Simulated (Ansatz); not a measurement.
# Thickness series of a NiSi2/ZnS/NiSi2 junction

How fast does the current through NiSi2/ZnS/NiSi2 fall with each added layer? Both electrodes are NiSi2 fluorite(111) turned by 180 degrees (type B); the barrier is ZnS zinc blende(111) (whole bilayers). In the first transport cell, after relaxation, the nearest pair of electrode and barrier is Si–S at 2.34 Å, along the normal, at the lower face and Si–Zn at 2.49 Å, along the normal, at the upper one. All share a net of side 3.84 Å, which strains the lower electrode by +0.0 % and the barrier by -0.4 %, against typed lattice constants near PBE's. The first steps treat the bulk electrodes alone.

Method: PBE DFT, plane waves, PAW files, in the first sound run; inputs show where later runs differ, in Ansatz 0.2.0.

## 1. The structure

The structure is cubic, space group Fm-3m (No. 225). The conventional cell has a = 5.430 Å, b = 5.430 Å, c = 5.430 Å, α = 90.00°, β = 90.00°, γ = 90.00°. Nearest to Si lie 4 Ni at 2.35 Å. Nearest to Ni lie 8 Si at 2.35 Å. Farther neighbours are not listed.

## 2. Layer spacing of the electrode

The electrode is held to the junction's net and relaxed along the normal; its spacing is used for the ideal lead layers.

input.yaml reads:

```yaml
crystal:
  lattice:
    - [3.84, 0.0, 0.0]
    - [-1.92, 3.3255375505, 0.0]
    - [0.0, 0.0, 9.4043325761]
  atoms:
    - { symbol: Si, position: [0.0, 0.0, 0.0] }
    - { symbol: Ni, position: [0.6666666667, 0.3333333333, 0.0833333333] }
    - { symbol: Si, position: [0.3333333333, 0.6666666667, 0.1666666667] }
    - { symbol: Si, position: [0.6666666667, 0.3333333333, 0.3333333333] }
    - { symbol: Ni, position: [0.3333333333, 0.6666666667, 0.4166666667] }
    - { symbol: Si, position: [0.0, 0.0, 0.5] }
    - { symbol: Si, position: [0.3333333333, 0.6666666667, 0.6666666667] }
    - { symbol: Ni, position: [0.0, 0.0, 0.75] }
    - { symbol: Si, position: [0.6666666667, 0.3333333333, 0.8333333333] }
kpoints:
  mp_grid: { grid: [12, 12, 3] }
scf:
  occupations: { method: fermi_dirac, width: 0.1 }
  max_iter: 150
hamiltonian:
  xc: pbe
relax:
  f_tol: 0.01
  max_steps: 40
  cell: { fix: [a, b, angles] }
```

On the command line:

```console
$ ansatz run input.yaml --threads 8 --pin off --max-ram 24576MiB --backend cpu --events-out ev --progress --plain --runs-dir out
```

Numbers of over 12 decimals in the logs are rounded to 6 here.

Output:

```text
Engine: ansatz 0.2.0, aarch64-unknown-linux-gnu
Pseudopotentials: kind: paw
Pseudopotential: Si, paw, valence charge 4, recommended cutoff 420 eV (normal), Si.paw.azcp
Pseudopotential: Ni, paw, valence charge 18, recommended cutoff 420 eV (normal), Ni.paw.azcp
Functional definition: PBE
  parameter kappa = 0.804
  parameter beta = 0.066725
  exchange = pbe_x(kappa = kappa, mu = beta*pi^2/3)
  correlation = pbe_c(beta = beta)
Crystal: 9 atoms, lattice volume = 120.094 Å³
Basis set: ecut = 420 eV, 2287 PW (Γ), exchange–correlation on 54×54×128 points (8 copies of the dense FFT grid, shifted against one another)
Bands: 48, of which v1, the nominal top of the filled ones, is band 39 counted from 1 (38 counted from 0)
Symmetry: 36 space group operations
Space group: R-3m (ITA 166), of the structure as read, at distance tolerance 4.9e-5 Å
k-points: 50 of 432
Non-local potential: Si, projectors of the file, l = 0: 2, l = 1: 2, l = 2: 2
Non-local potential: Ni, projectors of the file, l = 0: 3, l = 1: 2, l = 2: 3, l = 3: 1
PAW form: soft (Blöchl's): semilocal exchange-correlation on the pseudo side does not see the compensation charge
PAW one-centre angular grid: Si, 110 points (default); XC on 64 Gauss nodes
PAW one-centre angular grid: Ni, 590 points (default); XC on 64 Gauss nodes
Initial density: superposition of atomic densities (neutral atoms: chi_scale 0, normalization atom), corrected by the library's trained network
Initial wavefunctions: pseudopotential atomic-orbital guess
Functional: x = pbe(κ = 0.804, μ = 0.219515), c = pbe(β = 0.066725)
SCF iter   1: F=—  HF=-21337.252543 eV  |F-HF|=—  |Δ(HF+E_count)|=         —  Δρ=1.04e-2  dr2=9.25e-2  ethr=1.77e-3  ⟨swp⟩=7.7  Hψ=10312  notcnv=0  defer=3
preconditioner: auto → Kerker (q_TF=auto, 2.539 Å⁻¹)  [metal: Δε(μ)=0.023 eV  Ē_g=7.331 eV  σ=0.100 eV  W_gap=0.06  n_scr=36 (ndim 8)  ℏωp=24.9 eV  f_vac=0.000  D(μ)=2.76/eV (n_scr^D=24)]
SCF iter   2: F=—  HF=-21337.244016 eV  |F-HF|=—  |Δ(HF+E_count)|=   8.53e-3  Δρ=4.25e-3  dr2=1.88e-2  ethr=1.19e-4  ⟨swp⟩=2.0  Hψ=3000  notcnv=0  defer=3
SCF iter   3: F=—  HF=-21337.242056 eV  |F-HF|=—  |Δ(HF+E_count)|=   1.96e-3  Δρ=5.51e-4  dr2=2.65e-4  ethr=2.40e-5  ⟨swp⟩=1.4  Hψ=2597  notcnv=0  defer=4
SCF iter   4: F=—  HF=-21337.242208 eV  |F-HF|=—  |Δ(HF+E_count)|=   1.52e-4  Δρ=1.99e-4  dr2=6.47e-5  ethr=3.40e-7  ⟨swp⟩=2.0  Hψ=4337  notcnv=0  defer=4
SCF iter   5: F=—  HF=-21337.242202 eV  |F-HF|=—  |Δ(HF+E_count)|=   5.55e-6  Δρ=2.20e-4  dr2=4.10e-5  ethr=8.30e-8  ⟨swp⟩=2.0  Hψ=3733  notcnv=0  defer=4
SCF iter   6: F=—  HF=-21337.242205 eV  |F-HF|=—  |Δ(HF+E_count)|=   2.41e-6  Δρ=6.04e-5  dr2=4.61e-6  ethr=5.26e-8  ⟨swp⟩=2.1  Hψ=3358  notcnv=0  defer=4
SCF iter   7: F=—  HF=-21337.242206 eV  |F-HF|=—  |Δ(HF+E_count)|=   1.89e-6  Δρ=1.16e-5  dr2=2.35e-7  ethr=5.91e-9  ⟨swp⟩=2.0  Hψ=3400  notcnv=0  defer=4
SCF iter   8: F=-21337.242207 eV  HF=-21337.242207 eV  |F-HF|=1.08e-9  |Δ(HF+E_count)|=   1.50e-7  Δρ=2.55e-6  dr2=1.10e-8  ethr=1.28e-10  ⟨swp⟩=4.1  Hψ=8449  notcnv=0
SCF 1 converged in 8 iterations: F = -21337.242207 eV  dr2 = 1.10e-8
  greatest PAW one-centre occupation: 1.000 electrons in one spin orbital (limit 2), on the Ni atom at site 7 (counted from 0), in its partial waves of l = 1
relax step   1: F+E_penalty+E_count = -21337.24220659 eV  Δ(F+E_penalty+E_count) = +0.000e0 eV  max|allowed force component| = 3.279e-2 eV/Å  Δτ_max = 0.0000 Å  P = +1.161 GPa  Ω = 120.094 Å³  fix = [a, b, alpha, beta, gamma]  reactions: a +0.713, b +0.713 GPa  (8 SCF iters, dr2 threshold 1.00e-7 eV, accepted)
Crystal: 9 atoms, lattice volume = 120.669 Å³
Basis set: ecut = 420 eV, 2323 PW (Γ), exchange–correlation on 54×54×128 points (8 copies of the dense FFT grid, shifted against one another)
Initial density: handed on by an earlier stage of this run
Initial wavefunctions: those handed on with the density
iter 1 solved again at ethr=9.67e-7 eV; its pass at ethr=3.10e-3 eV (dr2=7.55e-4 eV) is discarded
SCF iter   1: F=—  HF=-21337.248298 eV  |F-HF|=—  |Δ(HF+E_count)|=         —  Δρ=9.91e-4  dr2=6.29e-4  ethr=9.67e-7  ⟨swp⟩=2.2  Hψ=10981  notcnv=0
preconditioner: auto → Kerker (q_TF=auto, 2.537 Å⁻¹)  [metal: Δε(μ)=0.019 eV  Ē_g=7.325 eV  σ=0.100 eV  W_gap=0.05  n_scr=36 (ndim 8)  ℏωp=24.8 eV  f_vac=0.002  D(μ)=2.71/eV (n_scr^D=24)]
SCF iter   2: F=—  HF=-21337.248177 eV  |F-HF|=—  |Δ(HF+E_count)|=   1.22e-4  Δρ=4.06e-4  dr2=1.28e-4  ethr=8.06e-7  ⟨swp⟩=1.1  Hψ=2478  notcnv=0
SCF iter   3: F=—  HF=-21337.248158 eV  |F-HF|=—  |Δ(HF+E_count)|=   1.81e-5  Δρ=1.88e-4  dr2=3.26e-5  ethr=1.64e-7  ⟨swp⟩=1.1  Hψ=2428  notcnv=0
SCF iter   4: F=—  HF=-21337.248156 eV  |F-HF|=—  |Δ(HF+E_count)|=   2.22e-6  Δρ=9.10e-5  dr2=9.60e-6  ethr=4.18e-8  ⟨swp⟩=2.2  Hψ=3497  notcnv=0
iter 5 did not close the SCF: its close was put off for the readings that it lacked (scf_convergence_deferred on its scf_iter line)
SCF iter   5: F=-21337.248156 eV  HF=-21337.248156 eV  |F-HF|=3.93e-8  |Δ(HF+E_count)|=   2.86e-7  Δρ=1.65e-5  dr2=4.63e-7  ethr=1.23e-8  ⟨swp⟩=1.7  Hψ=3063  notcnv=0
SCF iter   6: F=-21337.248157 eV  HF=-21337.248157 eV  |F-HF|=4.23e-9  |Δ(HF+E_count)|=   1.92e-7  Δρ=7.07e-6  dr2=5.67e-8  ethr=5.94e-10  ⟨swp⟩=2.9  Hψ=8816  notcnv=0
SCF 2 converged in 6 iterations: F = -21337.248157 eV  dr2 = 5.67e-8
relax step   2: F+E_penalty+E_count = -21337.24815665 eV  Δ(F+E_penalty+E_count) = -5.950e-3 eV  max|allowed force component| = 1.990e-2 eV/Å  Δτ_max = 0.0049 Å  P = +0.465 GPa  Ω = 120.669 Å³  energy of the carried Pulay correction = -1.587e-4 eV  fix = [a, b, alpha, beta, gamma]  reactions: a +0.236, b +0.236 GPa  (6 SCF iters, dr2 threshold 9.00e-7 eV, accepted)
Crystal: 9 atoms, lattice volume = 121.165 Å³
Basis set: ecut = 420 eV, 2335 PW (Γ), exchange–correlation on 54×54×128 points (8 copies of the dense FFT grid, shifted against one another)
iter 1 solved again at ethr=7.65e-7 eV; its pass at ethr=3.10e-3 eV (dr2=5.96e-4 eV) is discarded
SCF iter   1: F=—  HF=-21337.249874 eV  |F-HF|=—  |Δ(HF+E_count)|=         —  Δρ=8.74e-4  dr2=4.76e-4  ethr=7.65e-7  ⟨swp⟩=2.2  Hψ=10964  notcnv=0
preconditioner: auto → Kerker (q_TF=auto, 2.535 Å⁻¹)  [metal: Δε(μ)=0.044 eV  Ē_g=7.297 eV  σ=0.100 eV  W_gap=0.11  n_scr=36 (ndim 8)  ℏωp=24.8 eV  f_vac=0.002  D(μ)=2.69/eV (n_scr^D=24)]
SCF iter   2: F=—  HF=-21337.249773 eV  |F-HF|=—  |Δ(HF+E_count)|=   1.00e-4  Δρ=3.63e-4  dr2=1.00e-4  ethr=6.10e-7  ⟨swp⟩=1.1  Hψ=2476  notcnv=0
SCF iter   3: F=—  HF=-21337.249762 eV  |F-HF|=—  |Δ(HF+E_count)|=   1.17e-5  Δρ=1.66e-4  dr2=2.57e-5  ethr=1.29e-7  ⟨swp⟩=1.0  Hψ=2400  notcnv=0
SCF iter   4: F=—  HF=-21337.249760 eV  |F-HF|=—  |Δ(HF+E_count)|=   1.21e-6  Δρ=8.17e-5  dr2=7.78e-6  ethr=3.30e-8  ⟨swp⟩=2.2  Hψ=3591  notcnv=0
iter 5 did not close the SCF: its close was put off for the readings that it lacked (scf_convergence_deferred on its scf_iter line)
SCF iter   5: F=-21337.249761 eV  HF=-21337.249761 eV  |F-HF|=3.39e-8  |Δ(HF+E_count)|=   2.63e-7  Δρ=1.51e-5  dr2=3.78e-7  ethr=9.97e-9  ⟨swp⟩=1.8  Hψ=3237  notcnv=0
SCF iter   6: F=-21337.249761 eV  HF=-21337.249761 eV  |F-HF|=6.73e-10  |Δ(HF+E_count)|=   1.63e-7  Δρ=6.99e-6  dr2=5.38e-8  ethr=4.85e-10  ⟨swp⟩=2.9  Hψ=8602  notcnv=0
SCF 3 converged in 6 iterations: F = -21337.249761 eV  dr2 = 5.38e-8
relax step   3: F+E_penalty+E_count = -21337.24976079 eV  Δ(F+E_penalty+E_count) = -1.604e-3 eV  max|allowed force component| = 1.781e-3 eV/Å  Δτ_max = 0.0049 Å  P = -0.119 GPa  Ω = 121.165 Å³  energy of the carried Pulay correction = -2.952e-4 eV  fix = [a, b, alpha, beta, gamma]  reactions: a -0.178, b -0.178 GPa  (6 SCF iters, dr2 threshold 9.00e-7 eV, accepted)
Initial wavefunctions: pseudopotential atomic-orbital guess (no wavefunctions were taken with the density)
iter 1 solved again at ethr=3.75e-6 eV; its pass at ethr=3.10e-3 eV (dr2=2.93e-3 eV) is discarded
SCF iter   1: F=—  HF=-21337.249890 eV  |F-HF|=—  |Δ(HF+E_count)|=         —  Δρ=2.01e-4  dr2=1.08e-6  ethr=3.75e-6  ⟨swp⟩=2.8  Hψ=15295  notcnv=0
eigensolver tolerance schedule: the retry pair's looser diagonalisation over-reported the residual by 2719.50 of it (diagonalisation noise at an unbounded share of the residual, at the tolerance the schedule requests for it); recorded, not acted on — ethr = c·dr2/N_el stays at c = 1.0e-1
SCF iter   2: F=—  HF=-21337.250017 eV  |F-HF|=—  |Δ(HF+E_count)|=   1.27e-4  Δρ=1.02e-4  dr2=2.88e-7  ethr=1.38e-9  ⟨swp⟩=2.9  Hψ=4912  notcnv=0
SCF iter   3: F=—  HF=-21337.250077 eV  |F-HF|=—  |Δ(HF+E_count)|=   6.02e-5  Δρ=4.06e-6  dr2=1.61e-8  ethr=3.69e-10  ⟨swp⟩=1.0  Hψ=2404  notcnv=0
SCF iter   4: F=—  HF=-21337.250077 eV  |F-HF|=—  |Δ(HF+E_count)|=   3.95e-9  Δρ=1.11e-6  dr2=2.72e-9  ethr=2.06e-11  ⟨swp⟩=2.2  Hψ=3087  notcnv=0
SCF iter   5: F=—  HF=-21337.250077 eV  |F-HF|=—  |Δ(HF+E_count)|=   1.52e-9  Δρ=5.00e-7  dr2=5.29e-10  ethr=3.48e-12  ⟨swp⟩=2.0  Hψ=3482  notcnv=0
SCF iter   6: F=-21337.250077 eV  HF=-21337.250077 eV  |F-HF|=7.28e-12  |Δ(HF+E_count)|=  4.98e-10  Δρ=6.11e-8  dr2=4.01e-12  ethr=1.00e-12  ⟨swp⟩=3.0  Hψ=9661  notcnv=0
SCF 4 converged in 6 iterations: F = -21337.250077 eV  dr2 = 4.01e-12
relax step   4: F+E_penalty+E_count = -21337.25007692 eV  Δ(F+E_penalty+E_count) = -3.161e-4 eV  max|allowed force component| = 1.818e-3 eV/Å  Δτ_max = 0.0000 Å  P = -0.118 GPa  Ω = 121.165 Å³  fix = [a, b, alpha, beta, gamma]  reactions: a -0.178, b -0.178 GPa  stress off target by 2.61e-3 GPa on what of the cell is left free  SCF on the basis re-selected at this cell (its energy is not comparable with the rows above)  (6 SCF iters)
basis re-selected at this cell: Δ(F+E_penalty+E_count) = -3.161e-4 eV, ΔP = +0.001 GPa vs the last step (what re-selecting the basis moved, of the pressure what is left beyond the Pulay correction that the steps carried, after the strain that the cell walked since its last selection, with what the two solves' SCF thresholds leave and, on support functions, any second-order correction that the steps lacked; it is no m [...]
SCF converged after 6 iterations
Free energy (F): -21337.250077 eV
Harris-Foulkes:  -21337.250077 eV  (|F-HF|=7.28e-12)
Internal energy: -21337.161385 eV  (E = F + TS)
E sigma→0 (E₀):  -21337.205731 eV
Entropy (-TS):   -0.088692 eV (-9.855 meV/atom)
Fermi energy:    12.854142 eV
--- Per-component energies (eV) ---
  E_band       = -1054.656728
  E_kinetic    = 1107.518555
  E_local      = -14804.914671  (includes V_loc(G=0)·N_el)
  E_nonlocal   = 2038.793466
  E_hartree    = 6399.499385
  E_xc         = -596.351401
  E_vxc        = -623.499574  (∫ρ·V_xc dr)
  E_paw        = -7954.306850  (= ΣΔE_a)
  E_vpaw       = -1571.555117  (= ΣTr[D̂ρ^β])
  E_aug_tail   = 0.001692  (compensation charges beyond the density's cutoff)
  E_ewald      = -7527.401562
  E_smearing   = -0.088692  (= −TS)
  E_closure    = 0.000000  (closes the sum)
  Σ components = -21337.250077   (vs F -21337.250077, Δ=0.00e0)
--- Forces (eV/Å), atoms counted from 1 ---
  atom   1  Si    -0.00000000    -0.00000000    -0.00181799
  atom   2  Ni     0.00000000    -0.00000000     0.00000000
  atom   3  Si     0.00000000     0.00000000     0.00181799
  atom   4  Si    -0.00000000    -0.00000000    -0.00181799
  atom   5  Ni    -0.00000000    -0.00000000     0.00000000
  atom   6  Si     0.00000000     0.00000000     0.00181799
  atom   7  Si    -0.00000000    -0.00000000    -0.00181799
  atom   8  Ni     0.00000000     0.00000000     0.00000000
  atom   9  Si     0.00000000     0.00000000     0.00181799
  max |Σ_I F_I| component: 2.10e-16 eV/Å
--- Stress (GPa, compression-positive) ---
       -0.177903      -0.000000      -0.000000
       -0.000000      -0.177903       0.000000
        0.000000      -0.000000       0.002613
  P = ⅓ Tr σ = -0.1177 GPa (-1.177 kbar)
--- Relaxed structure (3 steps of the walk, 3 accepted, 1 SCFs on fresh bases) ---
  F+E_penalty+E_count = -21337.25007692 eV   max|allowed force component| = 1.818e-3 eV/Å   (the final SCF, on the basis selected at the relaxed cell)
  cell:  # Å, volume = 121.1655 Å³
    - [3.840000, 0, 0]
    - [-1.920000, 3.325538, 0]
    - [0, 0, 9.488241]
  atoms:
    - { symbol: Si, position: [0, 0, -0.00103583] }
    - { symbol: Ni, position: [0.666667, 0.333333, 0.083333] }
    - { symbol: Si, position: [0.333333, 0.666667, 0.167702] }
    - { symbol: Si, position: [0.666667, 0.333333, 0.332298] }
    - { symbol: Ni, position: [0.333333, 0.666667, 0.416667] }
    - { symbol: Si, position: [0, 0, 0.501036] }
    - { symbol: Si, position: [0.333333, 0.666667, 0.665631] }
    - { symbol: Ni, position: [0, 0, 0.750000] }
    - { symbol: Si, position: [0.666667, 0.333333, 0.834369] }
```

It took 8 s on 8 threads of Arm Neoverse V2, shared host; peak memory 0.73 GiB; 59 s of CPU time.

This run has no spin polarisation, although Ni can carry a moment.

Step by step:

```tsv
step	energy less that of the first step (eV)	largest force component (eV/Å)	pressure (GPa)	volume (Å³)
1	0.0000	0.0328	1.16	120.09
2	-0.0060	0.0199	0.46	120.67
3	-0.0076	0.0018	-0.12	121.17
4*	-0.0079	0.0018	-0.12	121.17
```

Relaxation steps marked * repeat the geometry before them on a plane-wave basis chosen anew for their cell, so energy and pressure can jump there.

The run keeps the 36 symmetry operations that it works with, so distortions that break them were not tested.

```tsv
cell as run	before	after	change
a (Å)	3.840	3.840	-0.0 %
b (Å)	3.840	3.840	-0.0 %
c (Å)	9.404	9.488	+0.9 %
volume (Å³/atom)	13.34	13.46	+0.9 %
```

This step gave:

* free energy: -21337.2501 eV
* Fermi energy: 12.85 eV
* pressure: -0.1177 GPa

The relaxation ends with a largest force component of 0.0018 eV/Å.

(Continued in part 2 of 6.)

[Logs are printed without paths, hosts, clocks, repeated set-up lines and the standing remarks that a program may print on its own settings, such as how far it seeks lower states.]

[Hosts, paths, dates, database ids (printed as entryN), source tags and the programs' standing remarks are cut or masked in the printed files.]
